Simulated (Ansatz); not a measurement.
Runs of Ansatz 0.2.0 on TaN. Symmetry: P-6m2, No. 187, hexagonal system. Conventional cell: a = 2.938 Å, b = 2.938 Å, c = 2.883 Å, α = 90.00°, β = 90.00°, γ = 120.00°. Around Ta (site symmetry -6m2) lie 6 N at 2.23 Å. N (site symmetry -6m2) is surrounded by 6 Ta at 2.23 Å. 

```tsv
task	level	cell	gap on the mesh (eV)	pressure (GPa)	relaxed volume (Å³/atom)
single point	PBE0	as given	none	-3.4	-
single point	PBEsol0	as given	none	-10.0	-
relaxation of cell and atoms	PBEsol0	relaxed	none	0.0	10.49
single point	B3LYP	as given	none	(b)	-
relaxation of cell and atoms	PBE0	relaxed	none	0.0	(a)
```

Alike in all rows: potentials or basis Ansatz PAW; no spin polarisation; k mesh 5 × 5 × 5; cutoff (eV) 420; smearing fermi-dirac 0.05 eV; the mesh is coarse, so values aren't converged.

Problem. Estimate the missing entries.

Solution. (a) 10.68; (b) 7.2.

Caveats: all runs use coarse meshes; the PAW data sets come from PBE, with cores solved anew for the run's functional, which leaves a small shift of forces and pressure; the thresholds are loose for stress (some runs); the plane-wave basis is chosen anew once the cell has moved, so the energies of steps on either side of that aren't comparable (some runs).

A k mesh can miss the band edges, and the runs leave out spin-orbit coupling on Ta.

A gap of «none» marks a metal or a gap under the smearing width.
